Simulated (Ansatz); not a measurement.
# SiC: two-dimensional strain map

Level of theory: Ansatz, DFT PBE, scalar-relativistic, plane waves, PAW. The runs took a 420 eV cutoff, a Γ-centred 12×12×12 mesh and Gaussian smearing (0.05 eV). No spin polarisation. Energies are free energies at this smearing, counted from the undisturbed cell; pressure is positive in compression.

The undisturbed cell (as given, not relaxed at this level; it stands at 4.8 GPa):

```
Si C
1.0
     0.00000    2.17400    2.17400
     2.17400    0.00000    2.17400
     2.17400    2.17400    0.00000
Si C
1 1
Direct
  0.00000 0.00000 0.00000
  0.75000 0.75000 0.75000
```

The cell is strained by p along both x and y and by q along z, fractional coordinates fixed. Points are written (p, q).

Energy above the undisturbed cell in meV/atom (a dash: not computed):

```csv
p \ q,-0.080,-0.040,0.000,0.040,0.080
-0.080,606.8,428.1,312.1,255.6,254.7
-0.040,?,–,85.3,–,90.8
0.000,109.5,33.4,0.0,7.9,55.0
0.040,?,–,?,–,–
0.080,134.1,–,141.0,–,?
```

Fill in the withheld energies.

(-0.040, -0.080): 277.7; (0.040, -0.080): 70.5; (0.040, 0.000): 26.7; (0.080, 0.080): 261.6.